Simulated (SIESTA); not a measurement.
A run of SIESTA 5.4.2:

The input CoO.fdf:

```
SystemName                      CoO
SystemLabel                     CoO
NumberOfSpecies                 2
NumberOfAtoms                   2
%block ChemicalSpeciesLabel
  1  27 Co
  2   8 O
%endblock ChemicalSpeciesLabel

LatticeConstant                 1.0 Ang
%block LatticeVectors
     1.5054695445     0.8691832468     2.4399269062
    -1.5054695445     0.8691832468     2.4399269062
     0.0000000000    -1.7383664936     2.4399269062
%endblock LatticeVectors
AtomicCoordinatesFormat         Fractional
%block AtomicCoordinatesAndAtomicSpecies
     0.0000000000     0.0000000000     0.0000000000  1  Co
     0.5000000000     0.5000000000     0.5000000000  2  O
%endblock AtomicCoordinatesAndAtomicSpecies

%block kgrid.MonkhorstPack
   11   0   0  0.0
    0  11   0  0.0
    0   0  11  0.0
%endblock kgrid.MonkhorstPack
XC.Functional                   GGA
XC.Authors                      PBEsol
PAO.BasisSize                   DZP
PAO.EnergyShift                 0.003 Ry
Mesh.Cutoff                     800 Ry
Spin                            polarized
%block DM.InitSpin
    1   3.500
    2   0.000
%endblock DM.InitSpin
OccupationFunction              FD
ElectronicTemperature           0.05 eV
MaxSCFIterations                200
SCF.MustConverge                false
SCF.Mixer.Method                Pulay
SCF.Mixer.Weight                0.1
SCF.Mixer.History               10
SCF.DM.Tolerance                5.0e-05
SCF.H.Tolerance                 1.0e-03 eV
WriteForces                     true
Charge.Mulliken                 end
%block PAO.Basis
  Co 5
  n=3 0 2
    2.527 0.000
  n=4 0 2
    7.312 0.000
  n=3 1 2
    2.827 0.000
  n=4 1 1
    7.312
  n=3 2 2
    4.649 0.000
%endblock PAO.Basis
```

Potentials or basis: PseudoDojo 0.4 standard (PBEsol files), DZP (energy shift 0.003 Ry; two zetas on semicore shells).

The run is started by

```console
$ siesta < CoO.fdf > CoO.out 2>&1
```

Hardware: 1 thread of Arm Neoverse V1, on a shared host.

Estimate the wall time of this run.

It took 110 s on 1 thread of Arm Neoverse V1, with other jobs on the host, peak memory 0.25 GiB. Counts: scf iterations 15, k points 666, bands 36.
